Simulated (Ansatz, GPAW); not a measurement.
This is a calculation of FeO (Wuestite) for Ansatz 0.2.0. 

File input.yaml:

```yaml
crystal:
  lattice:
    - [0.0, 2.1554, 2.1554]
    - [2.1554, 0.0, 2.1554]
    - [2.1554, 2.1554, 0.0]
  atoms:
    - { symbol: Fe, position: [0.0, 0.0, 0.0], spin: 3.0 }
    - { symbol: O, position: [0.5, 0.5, 0.5] }
kpoints:
  mp_grid: { grid: [11, 11, 11] }
scf:
  occupations: { method: gaussian, width: 0.016 }
hamiltonian:
  xc: pbe
  pseudopotentials: { kind: all_electron, lapw: { basis_error: 0.001 } }
magnetization:
  spin_polarized: true
output:
  forces: true
  stress: true
  eigenvalues: true
```

Potentials or basis: all-electron LAPW, scalar-relativistic.

The run is started by

```console
$ ansatz run input.yaml --threads 2 --pin off --max-ram 6144MiB --backend cpu --events-out ev --progress --plain --runs-dir out
```

**Question.** Set up the same calculation for GPAW 26.7.0 (ASE script). Potentials or basis there: GPAW PAW data sets (gpaw-data 1.2.1), cutoff 800 eV.

**Answer.** As run (cutoffs and basis follow the program's own potentials, and thresholds, step limits or extra output files can differ):

The input run.py:

```python
from ase.dft.bandgap import bandgap
from ase.io import read, write
from ase.units import GPa
from gpaw import GPAW, PW

atoms = read('POSCAR')
atoms.set_initial_magnetic_moments([3.0, 0.0])

calc = GPAW(mode=PW(800),
            xc='PBE',
            kpts={'size': (11, 11, 11), 'gamma': True},
            occupations={'name': 'methfessel-paxton', 'order': 0, 'width': 0.016},
            nbands=17,
            convergence={'density': 1e-05, 'energy': 1e-05},
            maxiter=150,
            txt='gpaw.txt')
atoms.calc = calc
energy = atoms.get_potential_energy()
forces = atoms.get_forces()
stress = atoms.get_stress()
calc.write('gs.gpw')
write('result.traj', atoms)
print(f'Energy: {energy:.6f} eV')
print('Forces (eV/A):')
print(forces.round(4))
print('Stress (GPa):', (stress / GPa).round(3))
print('Moments:', calc.get_magnetic_moments().round(3))
print('Fermi level:', round(calc.get_fermi_level(), 4), 'eV')
print(f'Gap: {bandgap(calc)[0]:.4f} eV, direct: {bandgap(calc, direct=True)[0]:.4f} eV')
```

Contents of POSCAR:

```
FeO
1.0
    0.0000000000      2.1554000000      2.1554000000
    2.1554000000      0.0000000000      2.1554000000
    2.1554000000      2.1554000000      0.0000000000
Fe O
1 1
Direct
    0.0000000000      0.0000000000      0.0000000000
    0.5000000000      0.5000000000      0.5000000000
```

Potentials or basis: GPAW PAW data sets (gpaw-data 1.2.1), pw.

Run with:

```sh
$ OMP_NUM_THREADS=1 python run.py
```

Both were run:

|  | Ansatz | GPAW |
| --- | --- | --- |
| Pressure | -0.4 GPa | 0.8 GPa |
| Net moment | 4.00 μB per cell | 4.00 μB per cell |

Where Ansatz's input types no cutoff or centring, it takes its own default and a Γ-centred mesh.

The magnetic state is the one that the start led to; the real crystal's order can differ.

Pressure is positive in compression.
